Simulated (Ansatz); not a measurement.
Input file of a DFT run on Ni with Ansatz:

```yaml
crystal:
  lattice:
    - [2.4888467156, 0.0, 0.0]
    - [-1.2444233578, 2.1554044818, 0.0]
    - [0.0, 0.0, 4.0651163022]
  atoms:
    - { symbol: Ni, position: [0.3333333333, 0.6666666667, 0.75], spin: 0.8 }
    - { symbol: Ni, position: [0.6666666667, 0.3333333333, 0.25], spin: 0.8 }
basis:
  ecutwfc: 420
  ecutrho_ratio: 4
kpoints:
  mp_grid: { grid: [20, 20, 10] }
hamiltonian:
  xc: pbe
scf:
  occupations: { method: gaussian, width: 0.05 }
output:
  forces: true
  stress: true
  eigenvalues: true
  populations: true
magnetization:
  spin_polarized: true
relax:
  f_tol: 0.01
  max_steps: 60
  cell: { stress_tol: 0.15 }
```

At room temperature and ambient pressure Ni is fcc.

Problem. What will the run give?

Solution. Final volume 10.92 Å³/atom, energy lowered by 0.3 meV/atom, pressure -0.1 GPa, gap on the mesh zero (metallic), site spin moments Ni 0.68 μB (PBE, scalar-relativistic).

Output, machine lines left out:

```
Pseudopotentials: kind: paw
Pseudopotential: Ni, paw, valence charge 18, recommended cutoff 420 eV (normal), Ni.paw.azcp
Crystal: 2 atoms, lattice volume = 21.807 Å³
Basis set: ecut = 420 eV, 391 PW (Γ), exchange–correlation on 36×36×60 points (8 copies of the dense FFT grid, shifted against one another)
Bands: 23, of which v1, the nominal top of the filled ones, is band 18 counted from 1 (17 counted from 0)
Symmetry: 24 space group operations
Space group: P63/mmc (ITA 194), of the structure as read, at distance tolerance 2.8e-5 Å
Magnetic group: BNS 194.263 (UNI 1493), of the structure as read, at distance tolerance 2.8e-5 Å
k-points: 264 of 4000
Initial density: superposition of atomic densities (chi_scale 0.1, normalization cell)
Starting moments: Σ|m| = 1.6 μB on 2 of 2 sites
Initial wavefunctions: pseudopotential atomic-orbital guess
Functional: x = pbe(κ = 0.804, μ = 0.21951), c = pbe(β = 0.06672)
iter 1 solved again at ethr=2.79e-3 eV; its pass at ethr=3.10e-3 eV (dr2=1.00e0 eV) is discarded
```

```
SCF iter   1: F=—  HF=-11677.829296 eV  |F-HF|=—  |Δ(HF+E_count)|=         —  Δρ=6.82e-2 (↑1.78e-2 ↓6.82e-2)  dr2=1.00e0  dr2_m=1.35e-1  M=1.658 μB ∫|m|=1.740 μB  β_m=0.30  ethr=2.79e-3  ⟨swp⟩=1.0  Hψ=61748  notcnv=0
Mixer restart at iter 1: flushing history
SCF iter   2: F=—  HF=-11677.730709 eV  |F-HF|=—  |Δ(HF+E_count)|=   9.86e-2  Δρ=2.52e-2 (↑2.52e-2 ↓1.33e-2)  dr2=2.56e-2  dr2_m=5.92e-2  M=1.610 μB ∫|m|=1.719 μB  β_m=0.31  ethr=2.78e-3  ⟨swp⟩=2.0  Hψ=18576  notcnv=0
SCF iter   3: F=—  HF=-11678.330824 eV  |F-HF|=—  |Δ(HF+E_count)|=         —  Δρ=2.08e-2 (↑2.08e-2 ↓4.76e-3)  dr2=3.92e-2  dr2_m=2.07e-2  M=1.568 μB ∫|m|=1.698 μB  β_m=0.31  ethr=7.11e-5  ⟨swp⟩=2.2  Hψ=24082  notcnv=0  defer=172
Mixer restart at iter 3: flushing history
SCF iter   4: F=—  HF=-11678.747535 eV  |F-HF|=—  |Δ(HF+E_count)|=   4.17e-1  Δρ=1.00e-2 (↑1.00e-2 ↓5.93e-3)  dr2=2.11e-2  dr2_m=2.34e-3  M=1.495 μB ∫|m|=1.642 μB  β_m=0.51  ethr=7.11e-5  ⟨swp⟩=2.4  Hψ=21924  notcnv=0  defer=173
SCF iter   5: F=—  HF=-11679.251872 eV  |F-HF|=—  |Δ(HF+E_count)|=   5.04e-1  Δρ=1.68e-2 (↑4.64e-3 ↓1.68e-2)  dr2=2.78e-2  dr2_m=2.02e-2  M=1.332 μB ∫|m|=1.506 μB  β_m=0.48  ethr=5.87e-5  ⟨swp⟩=2.2  Hψ=23819  notcnv=0  defer=221
SCF iter   6: F=-11679.348118 eV  HF=-11679.380519 eV  |F-HF|=3.24e-2  |Δ(HF+E_count)|=   1.29e-1  Δρ=1.01e-2 (↑1.01e-2 ↓5.57e-3)  dr2=2.55e-2  dr2_m=1.32e-3  M=1.320 μB ∫|m|=1.498 μB  β_m=0.58  ethr=5.87e-5  ⟨swp⟩=2.2  Hψ=25548  notcnv=0  defer=232
SCF iter   7: F=-11679.388011 eV  HF=-11679.378571 eV  |F-HF|=9.44e-3  |Δ(HF+E_count)|=   1.95e-3  Δρ=2.05e-3 (↑9.58e-4 ↓2.05e-3)  dr2=1.12e-3  dr2_m=1.80e-4  M=1.299 μB ∫|m|=1.477 μB  β_m=0.49  ethr=5.87e-5  ⟨swp⟩=2.2  Hψ=20541  notcnv=0  defer=250
SCF iter   8: F=-11679.388998 eV  HF=-11679.387218 eV  |F-HF|=1.78e-3  |Δ(HF+E_count)|=   8.65e-3  Δρ=1.67e-3 (↑1.67e-3 ↓3.91e-4)  dr2=5.25e-4  dr2_m=1.12e-4  M=1.290 μB ∫|m|=1.468 μB  β_m=0.75  ethr=3.11e-6  ⟨swp⟩=2.1  Hψ=16385  notcnv=0  defer=249
...
SCF 1 converged in 12 iterations: F = -11679.389259 eV  dr2 = 1.84e-8
SCF 2 converged in 5 iterations: F = -11679.389622 eV  dr2 = 1.33e-7
SCF 3 converged in 6 iterations: F = -11679.389926 eV  dr2 = 7.77e-9
SCF 4 converged in 8 iterations: F = -11679.389919 eV  dr2 = 3.47e-11
...
SCF iter   3: F=—  HF=-11679.389930 eV  |F-HF|=—  |Δ(HF+E_count)|=   1.21e-9  Δρ=1.42e-6 (↑4.96e-7 ↓1.42e-6)  dr2=1.18e-10  dr2_m=6.23e-11  M=1.285 μB ∫|m|=1.466 μB  β_m=0.76  ethr=1.00e-12  ⟨swp⟩=2.1  Hψ=17735  notcnv=0
SCF iter   4: F=—  HF=-11679.389930 eV  |F-HF|=—  |Δ(HF+E_count)|=  9.08e-10  Δρ=1.42e-6 (↑1.35e-6 ↓1.42e-6)  dr2=7.64e-10  dr2_m=2.75e-11  M=1.285 μB ∫|m|=1.466 μB  β_m=0.59  ethr=1.00e-12  ⟨swp⟩=2.0  Hψ=21160  notcnv=0  recentre
SCF iter   5: F=-11679.389930 eV  HF=-11679.389930 eV  |F-HF|=2.55e-11  |Δ(HF+E_count)|=  1.91e-10  Δρ=5.27e-7 (↑1.64e-7 ↓5.27e-7)  dr2=4.32e-11  dr2_m=1.07e-11  M=1.285 μB ∫|m|=1.466 μB  ethr=1.00e-12  ⟨swp⟩=2.9  Hψ=45876  notcnv=0
SCF 5 converged in 5 iterations: F = -11679.389930 eV  dr2 = 4.32e-11
```

```
SCF converged after 5 iterations
Magnetization: 1.2851 μB (18.6426 up, 17.3574 down)
Absolute magnetization: 1.4673 μB (∫|ρ↑−ρ↓|, with the PAW one-centre terms)
Per-site moments (μB) at R_I (Å): [(0.68153, 1.02445), (0.68153, 1.02445)]
Free energy (F): -11679.389930 eV
E sigma→0 (E₀):  -11679.387173 eV
Entropy (-TS):   -0.005515 eV (-2.758 meV/atom)
Fermi energy:    18.124593 eV
--- Forces (eV/Å), atoms counted from 1 ---
  atom   1  Ni     0.00000000     0.00000000     0.00000000
  atom   2  Ni     0.00000000     0.00000000     0.00000000
--- Stress (GPa, compression-positive) ---
       -0.109844       0.000000       0.000000
        0.000000      -0.109844       0.000000
        0.000000       0.000000      -0.117478
  P = ⅓ Tr σ = -0.1124 GPa (-1.124 kbar)
--- Relaxed structure (4 steps of the walk, 4 accepted, 1 SCFs on fresh bases) ---
  F+E_penalty+E_count = -11679.38993034 eV   max|allowed force component| = 3.701e-17 eV/Å   (the final SCF, on the basis selected at the relaxed cell)
  cell:  # Å, volume = 21.8450 Å³
    - [2.48351, 0.00000, 0.0]
    - [-1.24176, 2.15078, 0.0]
    - [0.0, 0.0, 4.08969]
  atoms:
    - { symbol: Ni, position: [0.33333, 0.66667, 0.75] }
    - { symbol: Ni, position: [0.66667, 0.33333, 0.25000] }
--- Löwdin populations: 2 sites ---
  site symbol       q [e]    m [muB]
     0     Ni     17.7826     0.6742
     1     Ni     17.7826     0.6742
```

Site moments are of spin, integrated over atomic spheres.
